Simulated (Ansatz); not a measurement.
# Ni (beta tin type): the cost of one run

Method: DFT, PBE, PAW with Ansatz's default frozen-core files, scalar-relativistic, in Ansatz 0.2.0.

3 further runs of the same task are left out: 3 that didn't finish.

## Step 1: The structure to begin with

Symmetry: I4_1/amd, No. 141, tetragonal system. The conventional cell has a = 4.338 Å, b = 4.338 Å, c = 2.386 Å, α = 90.00°, β = 90.00°, γ = 90.00°. Around Ni (site symmetry -4m2) lie 6 Ni at 2.25 to 2.39 Å.

As a file:

```xyz
2
Lattice="-2.1690 2.1690 1.1930 2.1690 -2.1690 1.1930 2.1690 2.1690 -1.1930" Properties=species:S:1:pos:R:3 pbc="T T T"
Ni    0.0000   -1.0845   -0.2982
Ni    0.0000    1.0845    0.2982
```

Whether this phase is the stable one at these pressures isn't tested.

Atoms are numbered in the order of the input: Ni1, Ni2.

## Step 2: Cell relaxed at zero pressure, PAW

File input.yaml:

```yaml
crystal:
  lattice:
    - [-2.1690211212, 2.1690211212, 1.1929616166]
    - [2.1690211212, -2.1690211212, 1.1929616166]
    - [2.1690211212, 2.1690211212, -1.1929616166]
  atoms:
    - { symbol: Ni, position: [-0.375, -0.125, -0.25], spin: 1.0 }
    - { symbol: Ni, position: [0.375, 0.125, 0.25], spin: 1.0 }
magnetization:
  spin_polarized: true
kpoints:
  mp_grid: { grid: [20, 20, 20] }
scf:
  occupations: { method: fermi_dirac, width: 0.1 }
hamiltonian:
  xc: pbe
  pseudopotentials: { kind: paw }
output:
  forces: true
  stress: true
relax:
  f_tol: 0.005
  max_steps: 40
  cell: {}
```

Command:

```sh
$ ansatz run input.yaml --threads 1 --pin off --max-ram 3072MiB --backend cpu --events-out ev --progress --plain --runs-dir out
```

**Question.** How long does this run take on 1 thread of Arm Neoverse V2, shared host, and how much memory does it need?

About 3.8 min, with a peak of 0.75 GiB.
